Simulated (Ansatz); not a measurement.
Candidate structures of MnO

Computed with DFT, PBE, all-electron LAPW, scalar-relativistic (Ansatz 0.2.0).

Each cell is taken as listed (from a database or a relaxation; residual pressures are under 0.6 GPa and forces under 0.08 eV/Å), on meshes of about 0.2 Å⁻¹ spacing; energies are extrapolated to zero smearing, with no zero-point or thermal terms. Other structures, the observed one among them, may be missing from this set and lie lower. All runs are spin-polarised from parallel starts; other orders weren't tried.

Semilocal functionals without U often leave such compounds metallic or with too small a gap, and the real magnetic order may differ.

Order the structures by energy per atom, lowest first, and give the differences.
A.
Space group Fm-3m (No. 225). a = 4.444 Å, b = 4.444 Å, c = 4.444 Å, α = 90.00°, β = 90.00°, γ = 90.00°
| atom | site | symmetry | x | y | z |
| --- | --- | --- | --- | --- | --- |
| Mn | 4a | m-3m | 0.0000 | 0.0000 | 0.0000 |
| O | 4b | m-3m | 0.5000 | 0.0000 | 0.0000 |
(COD 1514105, reported; 16×16×16 mesh on the primitive cell, smearing 0.05 eV, P = -0.1 GPa, final moment 2.38 μB/atom)
B.
Space group F-43m (No. 216). a = 4.800 Å, b = 4.800 Å, c = 4.800 Å, α = 90.00°, β = 90.00°, γ = 90.00°
```tsv
atom	site	symmetry	x	y	z
Mn	4a	-43m	0.0000	0.0000	0.0000
O	4d	-43m	0.2500	0.2500	0.7500
```
(zincblende type, relaxed by us; 14×14×14 mesh on the primitive cell, smearing 0.05 eV, P = 0.0 GPa, final moment 2.50 μB/atom)

B (0 meV/atom), A (10 meV/atom).
